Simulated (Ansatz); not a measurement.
**SiC: clamped-ion strain scan**

All numbers below come from DFT PBE, scalar-relativistic, plane waves, PAW in Ansatz 0.2.0. Settings: plane waves to 420 eV, k-mesh 12×12×4 (Γ-centred), Gaussian smearing 0.05 eV. No spin polarisation. Energies are free energies at this smearing, counted from the undisturbed cell; pressure is positive in compression.

Zero of the scan (relaxed at this level):

```
Si C
1.0
     3.09412    0.00000    0.00000
    -1.54706    2.67959    0.00000
     0.00000    0.00000   10.12934
Si C
4 4
Cartesian
  1.5471 0.8932 9.4997
  0.0000 1.7864 4.4351
  0.0000 0.0000 6.9680
  0.0000 0.0000 1.9033
  1.5471 0.8932 7.5951
  0.0000 1.7864 2.5304
  0.0000 0.0000 5.0692
  0.0000 0.0000 0.0045
```

The cell is strained by ε times the Voigt pattern (0, 0, 0, 1, 0, 0) (xx, yy, zz, yz, xz, xy; engineering shear) with fractional coordinates fixed.

```csv
ε,ΔE (meV/atom),"stress summed along the pattern (GPa, tension positive)",pressure (GPa),gap on the mesh (eV)
-0.0600,19.8,-10.04,0.3,1.90
-0.0300,4.9,-5.03,0.1,2.10
0.0000,0.0,0.00,0.0,2.22
0.0075,?,1.26,0.0,?
0.0150,1.2,2.51,0.0,2.18
0.0225,?,?,0.0,2.14
0.0375,7.7,6.28,0.1,2.05
0.0450,11.1,7.54,0.2,2.01
0.0525,15.1,8.79,0.2,1.96
```

By symmetry 0.0600 repeats -0.0600, -0.0450 repeats 0.0450, 0.0300 repeats -0.0300, -0.0150 repeats 0.0150 in energy; the slope of the energy along the path changes sign there.

Problem. Give the withheld values.

Solution. ΔE (meV/atom) at ε = 0.0075: 0.3; gap on the mesh (eV) at ε = 0.0075: 2.21; ΔE (meV/atom) at ε = 0.0225: 2.8; stress summed along the pattern (GPa, tension positive) at ε = 0.0225: 3.77.

Cost: 9 runs of about 1.8 core-minutes in all, on Intel Xeon 6975P-C (Granite Rapids) (shared hosts).